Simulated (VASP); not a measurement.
# BP in VASP: one cell, several levels of theory

What does VASP give for BP in the zincblende structure, under +3.0 % equal strain in all directions, the cell held fixed? Runs: PBE, r2SCAN.

Program: VASP 6.6.1. PAW datasets, plane waves. Computed at 0 K without zero-point motion; spin polarisation is off.

## (1) Starting point

The cell comes from an earlier relaxation with r2SCAN in another program.

The symmetry is F-43m (No. 216, cubic); a = 4.673 Å in the conventional setting, 12.75 Å³ an atom. Around B lie 4 P at 2.02 Å; around P lie 4 B at 2.02 Å.

As a file:

```
CELL_PARAMETERS angstrom
0.00000 2.33637 2.33637
2.33637 0.00000 2.33637
2.33637 2.33637 0.00000
ATOMIC_POSITIONS crystal
B 0.00000 0.00000 0.00000
P 0.25000 0.25000 0.25000
```

## (2) PBE

Contents of INCAR:

```
ENCUT = 520.000000
SIGMA = 0.020000
EDIFF = 1.00e-07
GGA = PE
PREC = Accurate
IBRION = -1
ISIF = 2
ISMEAR = -1
NBANDS = 11
NELM = 120
NSW = 0
LASPH = .TRUE.
LCHARG = .FALSE.
LWAVE = .FALSE.
LREAL = .FALSE.
```

Contents of KPOINTS:

```
KPOINTS created by Atomic Simulation Environment
0
Gamma
10 10 10
0 0 0
```

Contents of KPOINTS_OPT:

```
special points
7
Reciprocal
0.0000000000 0.0000000000 0.0000000000 1
-0.5000000000 -0.5000000000 0.0000000000 1
-0.3750000000 -0.3750000000 0.2500000000 1
-0.3750000000 0.0000000000 0.3750000000 1
0.0000000000 0.0000000000 0.5000000000 1
-0.5000000000 -0.2500000000 0.2500000000 1
0.0000000000 0.4036460000 0.4036460000 1
```

Contents of POSCAR:

```
B  P
 1.0000000000000000
     0.0000000000000000    2.3363651390000002    2.3363651390000002
     2.3363651390000002    0.0000000000000000    2.3363651390000002
     2.3363651390000002    2.3363651390000002    0.0000000000000000
 B   P
   1   1
Cartesian
  0.0000000000000000  0.0000000000000000  0.0000000000000000
  1.1681825695000001  1.1681825695000001  1.1681825695000001
```

Potentials: the recommended PBE PAW datasets, 8 valence electrons in the neutral cell.

The run is started by

```bash
> mpirun -np 1 vasp_std
```

## (3) Single point with r2SCAN

Contents of INCAR:

```
ENCUT = 520.000000
SIGMA = 0.010000
EDIFF = 1.00e-07
ALGO = Normal
METAGGA = R2SCAN
PREC = Accurate
IBRION = -1
ISIF = 2
ISMEAR = 0
NBANDS = 11
NELM = 120
NSW = 0
LASPH = .TRUE.
LCHARG = .FALSE.
LWAVE = .FALSE.
LREAL = .FALSE.
```

KPOINTS is that of step 2.

KPOINTS_OPT is that of step 2.

POSCAR is that of step 2.

What does the calculation give? Wanted: for each run, gap; pressure.

**Answer**, as computed:

| level | gap (eV) | pressure (GPa) |
| --- | --- | --- |
| PBE | 1.35 | -11.38 |
| r2SCAN | 1.56 | -13.13 |

The gap runs from 1.35 eV (PBE) to 1.56 eV (r2SCAN). The pressure is highest with PBE (-11.4 GPa) and lowest with r2SCAN (-13.1 GPa), which orders the cells that they would relax to.
